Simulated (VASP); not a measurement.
## BN: band structure with PBE+D3(BJ)

Crystal: BN.

```
CELL_PARAMETERS angstrom
2.50681 0.00000 0.00000
-1.25341 2.17097 0.00000
0.00000 0.00000 6.58542
ATOMIC_POSITIONS crystal
B 0.33333 0.66667 0.25000
B 0.66667 0.33333 0.75000
N 0.33333 0.66667 0.75000
N 0.66667 0.33333 0.25000
```

* Program: VASP 6.6.1
* Task: band structure
* Functional: PBE
* Dispersion: D3(BJ)
* Potentials or basis: VASP PAW PBE potentials, release 64 (B, N)
* Cutoff: 520 eV
* k mesh: 21 × 21 × 8
* Occupations: gaussian, width 0.02 eV
* Spin: no spin polarisation
* Further INCAR settings: ALGO = Normal; EDIFF = 1e-07

- Pressure: 0.0 GPa
- Band gap on the k mesh: 4.24 eV, indirect (least direct gap 4.63 eV)
- Band gap along the path: 4.21 eV, indirect (least direct gap 4.63 eV)
- Dispersion energy per atom: -0.142 eV

Levels at the corners of the path, in eV from the valence-band top:
| point | band 5 | band 6 | band 7 | band 8 | band 9 | band 10 | band 11 | band 12 |
| --- | --- | --- | --- | --- | --- | --- | --- | --- |
| Γ | -1.38 | -1.38 | -1.34 | -1.34 | 5.27 | 10.36 | 11.49 | 11.52 |
| M | -4.19 | -4.11 | -1.51 | -0.45 | 4.21 | 5.63 | 9.47 | 9.87 |
| M | -4.19 | -4.11 | -1.51 | -0.45 | 4.21 | 5.63 | 9.47 | 9.87 |
| K | -7.18 | -7.18 | -0.14 | -0.14 | 4.82 | 4.82 | 10.70 | 13.16 |
| K | -7.18 | -7.18 | -0.14 | -0.14 | 4.82 | 4.82 | 10.70 | 13.16 |
| Γ | -1.38 | -1.38 | -1.34 | -1.34 | 5.27 | 10.36 | 11.48 | 11.50 |
| Γ | -1.38 | -1.38 | -1.34 | -1.34 | 5.27 | 10.36 | 11.47 | 11.53 |
| A | -1.36 | -1.36 | -1.36 | -1.36 | 7.68 | 7.68 | 11.54 | 11.54 |
| A | -1.36 | -1.36 | -1.36 | -1.36 | 7.68 | 7.68 | 11.54 | 11.54 |
| L | -4.15 | -4.15 | -0.96 | -0.96 | 4.68 | 4.68 | 9.85 | 9.85 |
| L | -4.15 | -4.15 | -0.96 | -0.96 | 4.68 | 4.68 | 9.85 | 9.85 |
| H | -7.19 | -7.19 | -0.05 | -0.05 | 4.59 | 4.59 | 11.95 | 11.95 |
| H | -7.19 | -7.19 | -0.05 | -0.05 | 4.59 | 4.59 | 11.95 | 11.95 |
| A | -1.36 | -1.36 | -1.36 | -1.36 | 7.68 | 7.68 | 11.54 | 11.54 |
| L | -4.15 | -4.15 | -0.96 | -0.96 | 4.68 | 4.68 | 9.85 | 9.85 |
| M | -4.19 | -4.11 | -1.51 | -0.45 | 4.21 | 5.63 | 9.47 | 9.87 |
| K | -7.18 | -7.18 | -0.14 | -0.14 | 4.82 | 4.82 | 10.70 | 13.16 |
| H | -7.19 | -7.19 | -0.05 | -0.05 | 4.59 | 4.59 | 11.95 | 11.95 |

Run time: 94 s on 1 thread of AMD EPYC 9R14 (Zen 4), with other jobs on the host, peak memory 0.25 GiB.
